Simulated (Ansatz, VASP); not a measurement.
# LiCl in VASP and in Ansatz

POSCAR

```
LiCl
1.0
    0.0000000000      2.5560252063      2.5560252063
    2.5560252063      0.0000000000      2.5560252063
    2.5560252063      2.5560252063      0.0000000000
Li Cl
1 1
Direct
    0.0000000000      0.0000000000      0.0000000000
    0.5000000000      0.5000000000      0.5000000000
```

Contents of INCAR.step1:

```
SYSTEM = LiCl
PREC = Accurate
ENCUT = 520
ISMEAR = 0
SIGMA = 0.01
LREAL = .False.
LASPH = .True.
NELM = 80
NBANDS = 12
GGA = PE
ALGO = Normal
EDIFF = 1E-4
LWAVE = .True.
LCHARG = .False.
```

The input INCAR.step2:

```
SYSTEM = LiCl
PREC = Accurate
ENCUT = 520
EDIFF = 1E-7
ISMEAR = 0
SIGMA = 0.01
LREAL = .False.
LASPH = .True.
NELM = 80
ALGO = Normal
ISIF = 2
LWAVE = .False.
LCHARG = .False.
METAGGA = R2SCAN
LMIXTAU = .True.
NBANDS = 12
ISTART = 1
```

The input KPOINTS:

```
Automatic mesh
0
Gamma
  6 6 6
  0 0 0
```

Input for Ansatz:

```yaml
crystal:
  lattice:
    - [0.0, 2.5560252063, 2.5560252063]
    - [2.5560252063, 0.0, 2.5560252063]
    - [2.5560252063, 2.5560252063, 0.0]
  atoms:
    - { symbol: Li, position: [0.0, 0.0, 0.0] }
    - { symbol: Cl, position: [0.5, 0.5, 0.5] }
kpoints:
  mp_grid: { grid: [6, 6, 6] }
hamiltonian:
  xc: r2scan
scf:
  occupations: { method: fixed }
output:
  optics:
    e_range: [0, 15]
    de: 0.05
    sigma: 0.05
    scissors: 2.5
    scheme: fermi_dirac
    bands: { spectra_wanted_up_to: 15 }
```

Alike in both runs: task single point; functional r2SCAN; k mesh 6 × 6 × 6; no spin polarisation.

|  | VASP | Ansatz |
| --- | --- | --- |
| version | VASP 6.6.1 | Ansatz 0.2.0 |
| potentials or method | VASP PAW PBE potentials, release 64 (Li_sv, Cl) | plane waves, PAW |
| plane-wave cutoff (eV) | 520 | 500 |
| occupations | gaussian, width 0.01 eV | fixed |
| valence electrons in the cell | 10 | 10 |

|  | VASP | Ansatz | Ansatz less VASP |
| --- | --- | --- | --- |
| gap on the k mesh at the Fermi level (eV) | 7.36 | 7.29 | -0.069 |

 A k mesh can miss the band edges. r2SCAN opens gaps a little over a GGA but as a rule still falls short of measured ones.
